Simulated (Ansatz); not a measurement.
# PbO2 monolayer (2H): from the cell to its phonons, part 3 of 3

Wanted: phonon frequencies of PbO2 monolayer (2H) and what follows from them.

Ansatz 0.2.0; DFT PBEsol, scalar-relativistic, plane waves, PAW.

So far. Step 3 (Tight relaxation): The largest force component left is 0.11 meV/Å, within the tolerances set. Step 4 (Modes at Γ): Before it was imposed, the acoustic sum rule was missed by 3.6e-5 eV/Å². Small misses are needed for a sound result but don't prove that mesh and cutoff are converged. The lowest optical mode is imaginary, 69.4i cm⁻¹, so the energy falls along it.

### 5. The dispersion

Stability and thermal properties need the whole zone. Linear response on a 6×6×1 q mesh gives force constants as far as a supercell of that size would.

Input file input.yaml:

```yaml
crystal:
  lattice:
    - [3.2233501494, 0.0, 0.0]
    - [-1.6116750747, 2.7915031147, 0.0]
    - [0.0, 0.0, 28.7]
  atoms:
    - { symbol: Pb, position: [0.3333333333, 0.6666666667, 0.3484320557] }
    - { symbol: O, position: [0.6666666667, 0.3333333333, 0.3929794346] }
    - { symbol: O, position: [0.6666666667, 0.3333333333, 0.3038846769] }
  periodic: [true, true, false]
kpoints:
  mp_grid: { grid: [18, 18, 1] }
hamiltonian:
  xc: pbesol
scf:
  occupations: { method: methfessel_paxton, width: 0.15 }
output:
  eigenvalues: true
phonons:
  method: dfpt
  qmesh: [6, 6, 1]
  temperatures: { t_max: 1000, t_step: 50 }
  qpath:
    path:
      - [0.0, 0.0, 0.0]
      - [0.5, 0.0, 0.0]
      - [0.33333333, 0.33333333, 0.0]
      - [0.0, 0.0, 0.0]
    npoints: 10
```

The run is started by

```
> ansatz run input.yaml --threads 8 --pin off --max-ram 14336MiB --backend cpu --events-out ev --progress --plain --runs-dir out
```

Numbers of over 12 decimals in the logs are rounded to 6 here.

Log:

```text
[...]
Crystal: 3 atoms, lattice volume = 258.242 Å³
Basis set: ecut = 420 eV, 5135 PW (Γ), exchange–correlation on 48×48×384 points (8 copies of the dense FFT grid, shifted against one another)
Bands: 17, of which v1, the nominal top of the filled ones, is band 13 counted from 1 (12 counted from 0)
Symmetry: 12 space group operations
k-points: 37 of 324 (irreducible under 6 space group operations, time reversal used)
[...]
SCF iter   1: F=—  HF=-12872.705593 eV  |F-HF|=—  |Δ(HF+E_count)|=         —  Δρ=6.66e-3  dr2=8.50e-2  ethr=1.77e-3  ⟨swp⟩=12.3  Hψ=6282  notcnv=0
[...]
SCF iter   9: F=-12872.683201 eV  HF=-12872.683201 eV  |F-HF|=6.37e-10  |Δ(HF+E_count)|=   2.38e-8  S|Δr|=    0.00e0  Δρ=4.75e-8  dr2=7.66e-12  ethr=1.00e-12  ⟨swp⟩=19.5  Hψ=7430  notcnv=0
SCF 1 converged in 9 iterations: F = -12872.683201 eV  dr2 = 7.66e-12
[...]
NSCF: frozen V_eff on 37 k-points
[...]
DFPT response loops at q = (0, 0, 0) (fractional): preconditioner auto → none (partly filled bands, converged f_vac=0.808); β = 0.50; Broyden in place of MSR1
[...]
SCF converged after 9 iterations
[...]
Free energy (F): -12872.683201 eV
[...]
Internal energy: -12872.689258 eV  (E = F + TS)
E sigma→0 (E₀):  -12872.684715 eV
Entropy (-TS):   0.006058 eV (2.019 meV/atom)
Fermi energy:    -8.326211 eV
[...]
--- Band table (eV; the first three rows and the last of 37) ---
  k-point 0: bands = [... 9 lower, -9.4631, -9.1144, -9.1144, -9.0481, -8.3270, -3.0853, -0.2951, -0.0660]
  k-point 1: bands = [... 9 lower, -9.5031, -9.2315, -9.1127, -9.0196, -8.1435, -2.9402, -0.2443, -0.0075]
  k-point 2: bands = [... 9 lower, -9.6178, -9.5175, -9.1084, -8.9670, -7.7644, -2.5434, -0.1061, 0.1676]
  k-point 36: bands = [... 9 lower, -11.2798, -11.0467, -9.6988, -8.4020, -5.5005, -3.5134, 0.6091, 1.3532]
--- Phonons (Γ-DFPT): 6 representative perturbations + reference (Σ response iterations 31) ---
  ASR residual: 6.836e-5 → 0.000e0 eV/Å²; symmetrization residual: 1.544e-5 eV/Å²
[...]
ASR residual per site (eV/Å²): 2.49e-5 6.08e-5 6.84e-5
  Γ frequencies (cm⁻¹): -69.39 -69.39 0.00 0.00 0.00 286.31 286.31 432.68 550.93
--- Phonons (arbitrary-q DFPT): 7 irreducible q on the 6×6×1 mesh ---
  q = [0.0000, 0.0000, 0.0000] (star 1, of the zone-centre solve; hermiticity 1.62e-6, symmetrization 3.74e-12, taken by the last average 1.53e-7): -69.39 -69.39 -0.00 -0.00 0.00 286.31 286.31 432.68 550.93
  q = [0.0000, 0.1667, 0.0000] (star 6, 9 solved perturbations on 171 of 324 k-point pairs; hermiticity 2.02e-6, symmetrization 3.67e-11, taken by the last average 2.86e-7): -2.66 48.02 54.33 93.55 180.37 296.07 337.12 411.38 543.98
[...]
q = [0.1667, 0.1667, 0.0000] (star 6, 6 solved perturbations in 1485 linear systems a pass and spin channel, the states on 324 of 324 k-point pairs; hermiticity 8.31e-7, symmetrization 9.30e-11, taken by the last average 1.51e-7): 7.36 94.19 139.03 142.21 258.84 317.87 379.03 389.54 535.32
[...]
sum rule: each row above includes the acoustic sum rule's correction from the zone centre's row sums; it moved no ω² by more than (1.08 cm⁻¹)²
  mesh force constants: q→R imaginary residual 9.10e-19; ASR residual 6.836e-5 → 0.000e0 eV/Å²; symmetrization residual 7.105e-15 eV/Å²
  interpolated dispersion: 31 rows × 9 modes
  density of states and harmonic sums: on the 24×24×1 q-mesh, interpolated from the force constants of a 6×6×1 supercell (no non-analytic term)
  largest difference from the sums on the solved wave vectors: F 1.89e-2 eV, S 2.38e-5 and C_V 5.02e-6 eV/K
  zero-point energy: 0.142168 eV/cell   skipped modes (ω ≤ 0): 22, of them read as no rigid motion or as one in doubt: 19 (2.431e-1 modes/cell left out, lowest -69.39 cm⁻¹)   left out of the sums: 2.76e-2 of the cell's modes: C_V's classical limit lies that fraction below 3 k_B per atom; for a crystal, a wire or a layer, F and S can be off by more, and a phonons.interpolated_qmesh denser along its periods is the remedy for the sampling
```

Wall time 12 min (8 threads of Arm Neoverse V1, shared host); peak memory 3.2 GiB.

Numbers from this step:

| Property | Result |
| --- | --- |
| sum-rule residual before enforcement | 6.84e-5 eV/Å² |
| lowest frequency on the path | -69.39 cm⁻¹ |
| highest frequency on the path or at a solved wavevector | 550.9 cm⁻¹ |
| lowest mode on the q mesh (acoustic modes at Γ apart) | -69.39 cm⁻¹ |

Frequencies (cm⁻¹) solved at each irreducible wavevector; negative means imaginary. Frequencies by wavevector, by row:

```
q in reciprocal lattice units  star  mode 1  mode 2  mode 3  mode 4  mode 5  mode 6  mode 7  mode 8  mode 9
                        0 0 0     1   -69.4   -69.4       0       0       0   286.3   286.3   432.7   550.9
                   0 0.1667 0     6    -2.7      48    54.3    93.5   180.4   296.1   337.1   411.4     544
                   0 0.3333 0     6    19.6    88.5   123.8   159.8   286.2   310.8   381.9   392.9     534
                     0 -0.5 0     3    28.5    99.8     146   187.1   316.5   319.5   364.1   406.1   531.5
              0.1667 0.1667 0     6     7.4    94.2     139   142.2   258.8   317.9     379   389.5   535.3
              0.1667 0.3333 0    12    23.9   121.7   174.6   201.6   304.3   339.5     366   397.8   530.4
              0.3333 0.3333 0     2    27.6   157.1   162.9   268.3   289.2   357.9   372.6   382.6   528.1
```

Interpolated from a 6×6×1 q mesh. The phonon branches at the labelled points (cm⁻¹):

```
  point  branch 1  branch 2  branch 3  branch 4  branch 5  branch 6  branch 7  branch 8  branch 9
      Γ       -69       -69         0         0         0       286       286       433       551
halfway        11        74        94       130       245       304       371       396       538
      M        28       100       146       187       316       320       364       406       532
halfway        26       125       180       209       311       343       361       399       530
      K        28       157       163       268       289       358       373       383       528
halfway         7        94       139       142       259       318       379       390       535
      Γ       -69       -69         0         0         0       286       286       433       551
```

The phonon branches as a text plot (rows in cm⁻¹):

```
    538 |********************************************************
    512 |
    486 |
    460 |
    435 |*****                                               ****
    409 |     ******    *************                 *******
    383 |         ********           *****************
    357 |       **        *********************       ***
    331 |     **            ********           *****     **
    305 |   ****************************   *******  ************
    280 |*****      ****                ***       **       ******
    254 |         **                 ****  **       **
    228 |                           *        **       ***
    202 |       **                **           ***
    176 |     **      *******************  *********     **
    150 |           **  ********     ********     ****
    124 |         ******          ***        *****    ***  **
     99 |   **  ****  ************                *********
     73 |     ********                                *******
     47 |   ****                                         *******
     21 | **  **  **********************************       *****
     -5 |*********                                  *******  ****
    -31 | **                                               **
    -56 |*****                                               ****
         Γ                   M           K                      Γ
```

The phonon density of states has structure finer than the step of the table below, so its rows give means over 20 cm⁻¹, whole bins alone (the curve runs from -72.5 to 552 cm⁻¹). Peaks (cm⁻¹: height): 27.5: 0.0559, 172.5: 0.0343, 317.5: 0.0432, 362.5: 0.0475, 392.5: 0.0526, 532.5: 0.102.

Tetrahedra on a 24×24×1 mesh, mean over bins of 5 cm-1. Interpolated from a 6×6×1 q mesh. Table of phonon density of states by wavenumber; means over each step:

wavenumber (cm⁻¹), phonon density of states (1/cm⁻¹/cell) and a bar:
```
      -60      0.001 #
      -40      0.002 #
      -20      0.004 ###
        0      0.011 #########
       20      0.035 #############################
       40      0.008 #######
       60      0.008 ######
       80      0.013 ###########
      100      0.023 ###################
      120      0.020 ################
      140      0.021 #################
      160      0.023 ###################
      180      0.024 ####################
      200      0.007 ######
      220      0.006 #####
      240      0.006 #####
      260      0.006 #####
      280      0.009 ########
      300      0.033 ###########################
      320      0.029 ########################
      340      0.013 ###########
      360      0.028 #######################
      380      0.028 ########################
      400      0.036 #############################
      420      0.005 ####
      440      0.001 
      460      0.000 
      480      0.000 
      500      0.000 
      520      0.012 ##########
      540      0.036 ##############################
```

The partial phonon density of states has structure finer than the step of the table below, so its rows give means over 20 cm⁻¹, whole bins alone (the curve runs from -79.4 to 578 cm⁻¹). Peaks (cm⁻¹: height): O 313.1: 0.0357, 366.8: 0.0365, 395.7: 0.0440, 532.0: 0.0598; Pb 23.9: 0.0439, 98.2: 0.0191, 172.6: 0.0235.

Phonopy on the run's constants, 21x21x1 mesh, Gaussian sigma 4.7 cm-1. Interpolated from a 6×6×1 q mesh. Partial phonon density of states against wavenumber; means over each step; values in 1/cm⁻¹/cell:

```
wavenumber (cm⁻¹)        O       Pb
              -60  0.00139   3.2e-6
              -40  0.00115   4.0e-5
              -20  0.00140  0.00252
                0  0.00128   0.0103
               20  0.00298   0.0306
               40   8.5e-4  0.00760
               60  0.00307  0.00544
               80  0.00396  0.00973
              100  0.00482   0.0176
              120  0.00555   0.0137
              140  0.00976   0.0114
              160  0.00819   0.0144
              180  0.00717   0.0170
              200  0.00561   9.4e-4
              220  0.00609   9.1e-5
              240  0.00591   1.0e-4
              260  0.00584   1.3e-4
              280  0.00971   5.2e-4
              300   0.0301  0.00187
              320   0.0274  0.00166
              340   0.0127   6.3e-4
              360   0.0274   5.0e-4
              380   0.0290   7.3e-4
              400   0.0334   8.4e-4
              420  0.00552   5.3e-4
              440   6.3e-4   9.4e-5
              460        0        0
              480        0        0
              500   1.4e-6        0
              520   0.0142   3.2e-4
              540   0.0328   6.6e-4
              560  0.00194   1.4e-5
```

Symmetry leaves 7 wavevectors to solve. The lowest mode among them, the acoustic zeros apart, lies at Γ and is imaginary, 69.4i cm⁻¹, so the energy falls along it.

### 6. Another isotope, element O, natural mass 15.999 amu

An isotope changes the mass and not the force constants, so no new electronic calculation is needed; the shifts show which modes move this element.

The same force constants with the mass of O changed from 15.999 to 17.999 u (phonopy, no LO-TO term). Both lists are sorted by frequency; levels can cross, so a row need not hold one and the same mode. Modes under 3 cm⁻¹ are left out. Isotope shifts, by row:

```
         q  rank  natural mass (cm⁻¹)  changed mass (cm⁻¹)
     0 0 0     1               -69.39               -65.42
     0 0 0     2               -69.39               -65.42
     0 0 0     6                286.3                272.2
     0 0 0     7                286.3                272.2
     0 0 0     8                432.7                411.3
     0 0 0     9                550.9                519.4
0 0.1667 0     2                48.03                45.28
0 0.1667 0     3                54.33                53.96
0 0.1667 0     4                93.55                 93.1
0 0.1667 0     5                180.4                170.2
0 0.1667 0     6                296.1                281.1
0 0.1667 0     7                337.1                319.1
0 0.1667 0     8                411.4                390.2
0 0.1667 0     9                  544                513.3
0 0.3333 0     1                19.61                19.53
0 0.3333 0     2                88.52                88.09
0 0.3333 0     3                123.8                116.7
0 0.3333 0     4                159.8                159.4
0 0.3333 0     5                286.2                270.3
0 0.3333 0     6                310.8                294.4
0 0.3333 0     7                381.9                360.9
0 0.3333 0     8                392.9                370.9
0 0.3333 0     9                  534                504.2
  0 -0.5 0     1                28.48                28.42
  0 -0.5 0     2                99.81                 99.4
  0 -0.5 0     3                  146                137.6
  0 -0.5 0     4                187.1                186.8
  0 -0.5 0     5                316.5                299.7
  0 -0.5 0     6                319.5                301.7
  0 -0.5 0     7                364.1                343.5
  0 -0.5 0     8                406.1                382.9
  0 -0.5 0     9                531.5                501.8
```

A mode of this element alone would shift by -5.72 %. The highest zone-centre frequency without the field goes from 550.9 to 519.4 cm⁻¹ (-5.7 %).

### 7. Isotope substitution, element Pb, natural mass 207.2 amu

The same for Pb, from 207.20 to 203.97 u.

A mode of this element alone would shift by +0.79 %. The highest zone-centre frequency without the field goes from 550.9 to 550.9 cm⁻¹ (+0.0 %).

### 8. Results

| Item | Value |
| --- | --- |
| space group after relaxation (within 0.01 Å) | P-6m2 |
| area per atom | 3.00 Å² |
| electronic character | no gap on this mesh |
| highest optical mode at the zone centre (no LO-TO term) | 551 cm⁻¹ |
| lowest optical zone-centre mode | -69.4 cm⁻¹ |
| lowest mode on the q mesh (acoustic modes at Γ apart) | -69.4 cm⁻¹ |
| highest frequency on the path or at a solved wavevector | 551 cm⁻¹ |
| imaginary modes on the 6×6×1 q mesh | yes |

Modes are clearly imaginary (beyond 10i cm⁻¹) at 1 of the 7 irreducible wavevectors, most at Γ (69.4i cm⁻¹), so this structure is not a minimum of the energy. The optical modes at Γ span -69 to 551 cm⁻¹ (negative means imaginary). The highest mode in this list at Γ, 550.9 cm⁻¹, is mostly motion of O (100 % of the kinetic energy). With no gap, or one that is small against the smearing, the frequencies hang on the k mesh and the smearing, most of all near Kohn anomalies. In a sheet or slab the interpolated bending branch near Γ is rough, since the rotational sum rule isn't imposed. A semilocal functional can close a gap that the real compound would have, so the metallic treatment may be an artefact of the level. Spin-orbit coupling is left out, which can matter for the heavy elements here. A phonon run warned that its eigensolver left some bands unconverged in a pass. The starting cell was built on a prototype and not taken from a measurement. These are harmonic frequencies at zero temperature: anharmonic shifts, linewidths and thermal expansion are left out.

[Logs are printed without paths, hosts, clocks, repeated set-up lines and the standing remarks that a program may print on its own settings, such as how far it seeks lower states.]

[Hosts, paths, dates, database ids (printed as entryN), source tags and the programs' standing remarks are cut or masked in the printed files.]
